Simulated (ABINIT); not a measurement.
# SnSe (Fm-3m) in ABINIT: a series of runs

One crystal, SnSe, is run at these levels: PBEsol, PBE; tasks: single point.

Program: ABINIT 10.8.3 (patched build). These are calculated values, not measurements. Logs are shortened: lines on timing, memory, paths and dates and some standing lists are left out, and cuts for length are marked. The log counts tension as positive stress, the text compression.

## 1. The crystal as given

The structure is cubic, space group Fm-3m (No. 225). The conventional cell has a = 6.020 Å, b = 6.020 Å, c = 6.020 Å, α = 90.00°, β = 90.00°, γ = 90.00°. Sn (site symmetry m-3m) is surrounded by 6 Se at 3.01 Å. Se (site symmetry m-3m) is surrounded by 6 Sn at 3.01 Å.

Measurements of this composition are mostly on another form, of space group No. 62.

## 2. Single point, PBEsol

run.abi

```
pp_dirpath "./"
pseudos "Sn.GGA_PBE-JTH.xml, Se.GGA_PBE-JTH.xml"

acell 3*1.0 Angstrom
rprim
     0.0000000000     3.0100000000     3.0100000000
     3.0100000000     0.0000000000     3.0100000000
     3.0100000000     3.0100000000     0.0000000000
ntypat 2
znucl 50 34
natom 2
typat 1 2
xcart
     0.0000000000     0.0000000000     0.0000000000
     3.0100000000     3.0100000000     3.0100000000 Angstrom

ecut 408.170794 eV
pawecutdg 30.0

kptopt 1
ngkpt 5 5 5
nshiftk 1
shiftk 0.0 0.0 0.0

ixc -116133

nband 14
occopt 3
tsmear 0.00183747

nstep 100
tolvrs 1.0e-9

iomode 3
prtwf 0
prtden 0
prteig 0
prtebands 0
enunit 2
```

Potentials or basis: JTH PAW PBE v2.0.

On the command line:

```console
$ abinit run.abi > log 2>&1
```

run.abo:

```text
.Version 10.8.3 of ABINIT
 Symmetries : space group Fm -3 m (#225); Bravais cF (face-center cubic)
================================================================================
 Values of the parameters that define the memory need of the present run
     intxc =       0    ionmov =       0      iscf =      17    lmnmax =      18
     lnmax =       6     mgfft =      30  mpssoang =       3    mqgrid =    3001
     natom =       2  nloc_mem =       2    nspden =       1   nspinor =       1
    nsppol =       1      nsym =      48    n1xccc =       1    ntypat =       2
    occopt =       3   xclevel =       2
       mpw =        1032          nfft =       27000          nkpt =          10
 PAW method is used; the additional fine FFT grid is defined by:
   mgfftf=        40    nfftf =     64000
================================================================================
================================================================================

--------------------------------------------------------------------------------
------------- Echo of variables that govern the present computation ------------
--------------------------------------------------------------------------------
 -outvars: echo values of preprocessed input variables --------
            acell      1.8897261259E+00  1.8897261259E+00  1.8897261259E+00 Bohr
              amu      1.18710000E+02  7.89600000E+01
             ecut      1.50000000E+01 Hartree
           enunit           2
              ixc     -116133
         kptrlatt        5    0    0      0    5    0      0    0    5
          kptrlen      4.02207686E+01
            natom           2
            nband          14
            ngfft          30      30      30
          ngfftdg          40      40      40
             nkpt          10
            nstep         100
             nsym          48
           ntypat           2
           occopt           3
        pawecutdg      3.00000000E+01 Hartree
         pawxcdev           0
           prtden           0
        prtebands           0
           prteig           0
            prtwf           0
            rprim      0.0000000000E+00  3.0100000000E+00  3.0100000000E+00
                       3.0100000000E+00  0.0000000000E+00  3.0100000000E+00
                       3.0100000000E+00  3.0100000000E+00  0.0000000000E+00
          spgroup         225
           tolvrs      1.00000000E-09
           tsmear      1.83747000E-03 Hartree
            typat      1  2
           useylm           1
           xangst      0.0000000000E+00  0.0000000000E+00  0.0000000000E+00
                       3.0100000000E+00  3.0100000000E+00  3.0100000000E+00
            xcart      0.0000000000E+00  0.0000000000E+00  0.0000000000E+00
                       5.6880756390E+00  5.6880756390E+00  5.6880756390E+00
             xred      0.0000000000E+00  0.0000000000E+00  0.0000000000E+00
                       5.0000000000E-01  5.0000000000E-01  5.0000000000E-01
[... 131 lines left out ...]
 cartesian forces (hartree/bohr) at end:
    1     -0.00000000000000    -0.00000000000000    -0.00000000000000
    2     -0.00000000000000    -0.00000000000000    -0.00000000000000
 frms,max,avg= 0.0000000E+00 0.0000000E+00   0.000E+00  0.000E+00  0.000E+00 h/b

 cartesian forces (eV/Angstrom) at end:
    1     -0.00000000000000    -0.00000000000000    -0.00000000000000
    2     -0.00000000000000    -0.00000000000000    -0.00000000000000
 frms,max,avg= 0.0000000E+00 0.0000000E+00   0.000E+00  0.000E+00  0.000E+00 e/A
 length scales=  1.889726125908  1.889726125908  1.889726125908 bohr
              =  1.000000000000  1.000000000000  1.000000000000 angstroms
 Fermi (or HOMO) energy (hartree) =   0.13739   Average Vxc (hartree)=  -0.36386
 Eigenvalues (hartree) for nkpt=  10  k points:
 kpt#   1, nband= 14, wtk=  0.00800, kpt=  0.0000  0.0000  0.0000 (reduced coord)
  -0.66360   -0.66360   -0.66360   -0.66354   -0.66354   -0.38442   -0.06268    0.04545
   0.04545    0.04545    0.28373    0.28373    0.28373    0.33958
      occupation numbers for kpt#   1
   2.00000    2.00000    2.00000    2.00000    2.00000    2.00000    2.00000    2.00000
   2.00000    2.00000    0.00000    0.00000    0.00000    0.00000
 prteigrs : prtvol=0 or 1, do not print more k-points.

 Fermi (or HOMO) energy (eV) =   3.73865   Average Vxc (eV)=  -9.90109
 Eigenvalues (   eV  ) for nkpt=  10  k points:
 kpt#   1, nband= 14, wtk=  0.00800, kpt=  0.0000  0.0000  0.0000 (reduced coord)
 -18.05735  -18.05735  -18.05735  -18.05575  -18.05575  -10.46073   -1.70566    1.23687
   1.23687    1.23687    7.72072    7.72072    7.72072    9.24033
 prteigrs : prtvol=0 or 1, do not print more k-points.

--- !EnergyTerms
iteration_state     : {dtset: 1, }
comment             : Components of total free energy in Hartree
kinetic             :  1.50846894516663E+01
hartree             :  2.78480095717296E+01
xc                  : -1.30662092506891E+01
Ewald energy        : -5.47972286665923E+01
psp_core            :  3.09270070417803E+00
local_psp           : -7.64120577187133E+01
PAW spherical_terms :  1.89234607664008E+01
internal            : -7.93266351420200E+01
'-kT*entropy'       : -1.07500722194415E-06
total_energy        : -7.93266362170272E+01
total_energy_eV     : -2.15858773769595E+03
...

--- !EnergyTermsDC
iteration_state     : {dtset: 1, }
comment             : '"Double-counting" decomposition of free energy'
band_energy         : -7.44277735132576E+00
Ewald energy        : -5.47972286665923E+01
psp_core            :  3.09270070417803E+00
xc_dc               : -3.27623638497412E+01
PAW spherical_terms :  1.25830336659164E+01
internal            : -7.93266354975648E+01
'-kT*entropy'       : -1.07500722194415E-06
total_energy_dc     : -7.93266365725720E+01
total_energy_dc_eV  : -2.15858774737082E+03
...

--- !EnergyTermsWithPAWCore
iteration_state     : {dtset: 1, }
comment             : 'Components of total free energy, including PAW core contributions'
Total energy        : -8.60309055104214E+03
Total energy DC     : -8.60309055139769E+03
Total energy (eV)   : -2.34102019893557E+05
Total energy DC (eV): -2.34102019903232E+05
...

 Cartesian components of stress tensor (hartree/bohr^3)
  sigma(1 1)=  7.42328353E-05  sigma(3 2)=  0.00000000E+00
  sigma(2 2)=  7.42328353E-05  sigma(3 1)=  0.00000000E+00
  sigma(3 3)=  7.42328353E-05  sigma(2 1)=  0.00000000E+00

-Cartesian components of stress tensor (GPa)         [Pressure= -2.1840E+00 GPa]
- sigma(1 1)=  2.18400542E+00  sigma(3 2)=  0.00000000E+00
- sigma(2 2)=  2.18400542E+00  sigma(3 1)=  0.00000000E+00
- sigma(3 3)=  2.18400542E+00  sigma(2 1)=  0.00000000E+00

== END DATASET(S) ==============================================================
================================================================================

 -outvars: echo values of variables after computation  --------
            acell      1.8897261259E+00  1.8897261259E+00  1.8897261259E+00 Bohr
           etotal     -7.9326636573E+01
            fcart     -0.0000000000E+00 -0.0000000000E+00 -0.0000000000E+00
                      -0.0000000000E+00 -0.0000000000E+00 -0.0000000000E+00
            rprim      0.0000000000E+00  3.0100000000E+00  3.0100000000E+00
                       3.0100000000E+00  0.0000000000E+00  3.0100000000E+00
                       3.0100000000E+00  3.0100000000E+00  0.0000000000E+00
           strten      7.4232835291E-05  7.4232835291E-05  7.4232835291E-05
                       0.0000000000E+00  0.0000000000E+00  0.0000000000E+00
           xangst      0.0000000000E+00  0.0000000000E+00  0.0000000000E+00
                       3.0100000000E+00  3.0100000000E+00  3.0100000000E+00
             xred      0.0000000000E+00  0.0000000000E+00  0.0000000000E+00
                       5.0000000000E-01  5.0000000000E-01  5.0000000000E-01
 Calculation completed.
```

Wall time 9.6 s (1 thread of Arm Neoverse V2, shared host); peak memory 0.12 GiB.

What came out:

| Property | Result |
| --- | --- |
| Free energy | -2158.5877 eV |
| Valence electrons inside the program's atomic spheres | Sn 11.76; Se 3.87 |

Caveat: the cutoff is too short for stress, so the log's stress isn't used; this odd mesh misses L, where the gap lies, so gap, dielectric constants and Born charges aren't listed; the PAW data sets were made with another functional, which shifts forces and pressure a little.

## 3. Single point, PBE

run.abi

```
# Pseudopotentials
pp_dirpath "./"
pseudos "Sn.GGA_PBE-JTH.xml, Se.GGA_PBE-JTH.xml"

# Structure
acell 3*1.0
rprim
     0.0000000000     5.6880756351     5.6880756351
     5.6880756351     0.0000000000     5.6880756351
     5.6880756351     5.6880756351     0.0000000000
ntypat 2
znucl 50 34
natom 2
typat 1 2
xred
     0.0000000000     0.0000000000     0.0000000000
     0.5000000000     0.5000000000     0.5000000000

# Plane-wave basis
ecut 15.0
pawecutdg 30.0

# k points
kptopt 1
ngkpt 10 10 10
nshiftk 1
shiftk 0.0 0.0 0.0

# Exchange and correlation
ixc 11

# Bands and occupations
nband 14
occopt 3
tsmear 0.05 eV

# SCF cycle
nstep 100
tolvrs 1.0e-9

# Output
iomode 3
prtwf 0
prtden 0
prteig 0
prtebands 0
```

Potentials or basis: JTH PAW PBE v2.0.

On the command line:

```console
$ abinit run.abi > log 2>&1
```

Wall time 19 s (1 thread of Arm Neoverse V2, shared host); peak memory 0.12 GiB.

It converged, with:

- Free energy: -2158.4752 eV
- Band gap on the k mesh: 0.50 eV, indirect (least direct gap 0.58 eV)
- Valence electrons inside the program's atomic spheres: Sn 11.76; Se 3.88

Levels at points of the mesh, in eV from the valence-band top:
| k point | band 7 | band 8 | band 9 | band 10 | band 11 | band 12 | band 13 | band 14 |
| --- | --- | --- | --- | --- | --- | --- | --- | --- |
| (0.00, 0.00, 0.00) | -5.07 | -2.18 | -2.18 | -2.18 | 4.34 | 4.34 | 4.34 | 5.89 |
| (0.50, 0.00, 0.00) | -8.05 | -1.93 | -1.93 | 0.00 | 0.58 | 1.25 | 1.25 | 8.28 |
| (0.50, 0.50, 0.00) | -6.02 | -5.46 | -3.63 | -3.63 | 3.04 | 5.36 | 5.36 | 5.98 |

Caveat: the cutoff is too short for stress, so the log's stress isn't used; spin-orbit coupling is left out, which moves the levels of the heavy elements. A k mesh can miss the band edges.
